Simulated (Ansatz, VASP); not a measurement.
**Al3Au: VASP beside Ansatz**

```
CELL_PARAMETERS angstrom
-2.01174 2.01174 4.02937
2.01174 -2.01174 4.02937
2.01174 2.01174 -4.02937
ATOMIC_POSITIONS crystal
Au 0.00000 0.00000 0.00000
Al 0.50000 0.50000 0.00000
Al 0.25000 0.75000 0.50000
Al 0.75000 0.25000 0.50000
```

Change from the starting cell: volume scaled by 0.98.

Alike in both runs: task single point; functional PBEsol; k mesh 9 × 9 × 9; occupations fermi-dirac, width 0.05 eV; no spin polarisation.

|  | VASP | Ansatz |
| --- | --- | --- |
| version | VASP 6.6.1 | Ansatz 0.2.0 |
| potentials or method | VASP PAW PBE potentials, release 64 (Au, Al), cutoff 520 eV | all-electron LAPW, scalar-relativistic |

|  | VASP | Ansatz | Ansatz less VASP |
| --- | --- | --- | --- |
| gap on the k mesh at the Fermi level (eV) | none | none | - |
| pressure (GPa) | -0.7 | -0.7 | +0.05 |
| largest component of the traceless stress (GPa) | 0.31 | 0.33 | +0.021 |

A gap of «none» marks a metal or a gap that the smearing closes. Ansatz ran all-electron here, so the differences hold the error of VASP's frozen core and of both bases.

Caveats: the PAW data sets were made with another functional, which shifts forces and pressure a little (VASP). The runs have no spin-orbit coupling, so splittings on Au are missing.
